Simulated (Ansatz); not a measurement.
MgB2: equation of state with r2SCAN

Crystal: MgB2.

```
CELL_PARAMETERS angstrom
3.08500 0.00000 0.00000
-1.54250 2.67169 0.00000
0.00000 0.00000 3.52300
ATOMIC_POSITIONS crystal
Mg 0.00000 0.00000 0.00000
B 0.66667 0.33333 0.50000
B 0.33333 0.66667 0.50000
```

| Item | Value |
| --- | --- |
| Program | Ansatz 0.2.0 |
| Task | equation of state |
| Functional | r2SCAN |
| Potentials or basis | Ansatz PAW |
| Cutoff | 500 eV |
| Density cutoff | 2000 eV |
| k mesh | 10 × 10 × 8 |
| Occupations | fermi-dirac, width 0.05 eV |
| Spin | no spin polarisation |

The equilibrium volume is 9.55 Å³/atom, the bulk modulus at fixed shape and positions is 157 GPa and the pressure derivative of the bulk modulus is 3.6.

Energy against volume, from the lowest point:
```csv
volume (Å³/atom),energy (meV/atom)
9.098,10.94
9.292,3.30
9.485,0.00
9.679,0.67
9.873,4.95
10.066,12.53
10.260,23.11
```

All runs of the series together: 12 s on 2 threads of Intel(R) Xeon(R) Platinum 8375C CPU @ 2.90GHz (Ice Lake) (shared host).

Caveat: the cell was scaled at fixed shape and fractional positions, which overstates the stiffness of a crystal with free parameters, most of all of layers and chains; the PAW data sets were made with another functional, which shifts forces and pressure a little.
